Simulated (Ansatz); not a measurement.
# NaI polymorphs, one row open

Computed with DFT PBE, scalar-relativistic, plane waves, PAW in Ansatz 0.2.0. Settings: cutoff 420 eV, Γ-centred meshes spaced at most about 0.3 Å⁻¹ (2π included), Gaussian smearing. No spin polarisation.

Temperature and zero-point effects are left out. Rows are sorted by volume; energies count from the lowest form computed. Coordination counts I atoms around Na (those within 1.25 times the shortest such distance or 1.15 times the sum of covalent radii, 1.27 where that leaves under three; a plus sign parts nearer from farther groups). The table shows 6 of 8 forms computed.

| row | form | source | atoms | coordination | V (Å³/atom) | gap on mesh (eV) | ΔE (meV/atom) |
| --- | --- | --- | --- | --- | --- | --- | --- |
| 1 | caesium chloride type, Pm-3m | invented | 2 | Na 8 | 33.5 | 2.28 | 156 |
| 2 | rock salt type, Fm-3m | COD | 2 | Na 6 | 34.8 | 3.58 | 0 |
| 3 | P6/mmm | invented | 6 | Na 4+2 | 37.2 | 1.85 | ? |
| 4 | Pmma | Materials Project | 4 | Na 4 | 41.2 | 2.96 | 116 |
| 5 | I4_1/amd | Materials Project | 4 | Na 4 | 43.6 | 3.24 | 117 |
| 6 | wurtzite type, P6_3mc | invented | 4 | Na 4 | 45.8 | 3.70 | 43 |

The cell of row 3:

Space group P6/mmm (No. 191). a = 7.504 Å, b = 7.504 Å, c = 4.582 Å, α = 90.00°, β = 90.00°, γ = 120.00°
```
atom  site  symmetry       x       y       z
  Na    3f       mmm  0.5000  0.0000  0.0000
   I    1a     6/mmm  0.0000  0.0000  0.0000
   I    2d      -6m2  0.3333  0.6667  0.5000
```

Q: Estimate the missing energy, and say where the row ranks.

A: 145 meV/atom, which puts it above row 5 and below row 1. Counting I atoms around Na, row 3 has Na 4+2 and the lowest form (row 2) has Na 6.

The lowest form is a structure that the Crystallography Open Database (COD) lists.

No dispersion correction is applied, so the spacing and binding between layers, chains or molecules are poorly described (Pmma, I4_1/amd), and this can change margins and order among such cells. These runs have no spin–orbit coupling, which can matter for I. Kohn–Sham gaps at this level usually fall short of measured ones. The missing spin–orbit coupling can work the other way here. Cells relaxed within their symmetry can be saddle points. Some types were kept out of the candidates beforehand, so the set may lack a known form.
